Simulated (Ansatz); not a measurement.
Put LiF in C222 (No. 21): Li on 4k and 2b; F on 4k and 2d. The cell of LiF is invented: 4-connected net, two elements alternating.

Theory: DFT PBE, scalar-relativistic, plane waves, PAW (Ansatz). Cutoff 420 eV, Γ-centred mesh, Gaussian smearing, no spin polarisation.

The zero of energy is the elements' standard structures at the same level (F₂ as a molecule); no fitted shifts are applied.

Task: Which cell and coordinates does it relax to?

Result:

Space group C222 (No. 21). a = 2.961 Å, b = 5.136 Å, c = 7.363 Å, α = 90.00°, β = 90.00°, γ = 90.00°
```json
{"atom": "Li", "site": "4k", "symmetry": "..2", "x": "0.2500", "y": "0.2500", "z": "0.3334"}
{"atom": "Li", "site": "2b", "symmetry": "222", "x": "0.5000", "y": "0.0000", "z": "0.0000"}
{"atom": "F", "site": "4k", "symmetry": "..2", "x": "0.7500", "y": "0.2500", "z": "0.1667"}
{"atom": "F", "site": "2d", "symmetry": "222", "x": "0.0000", "y": "0.0000", "z": "0.5000"}
```

Around Li on a site of symmetry 2 lie 4 F at 1.92 Å; around Li on a site of symmetry 222 lie 4 F at 1.92 Å; around F on a site of symmetry 2 lie 4 Li at 1.92 Å; F on a site of symmetry 222 is surrounded by 4 Li at 1.92 Å. Another local minimum with the same sites may exist.

Task: And its energy and gap?

Result: The formation energy is −2.887 eV/atom and the gap on the 10×10×4 mesh of the 6-atom cell is 7.77 eV. It lies below the elements, which doesn't yet make it stable against other compounds or structures.

The last run used Gaussian smearing of 0.02 eV. Kohn–Sham gaps at this level usually fall short of measured ones. A later test with randomly moved atoms led to a structure 58 meV/atom lower, so this end is a saddle point or a shallow minimum.
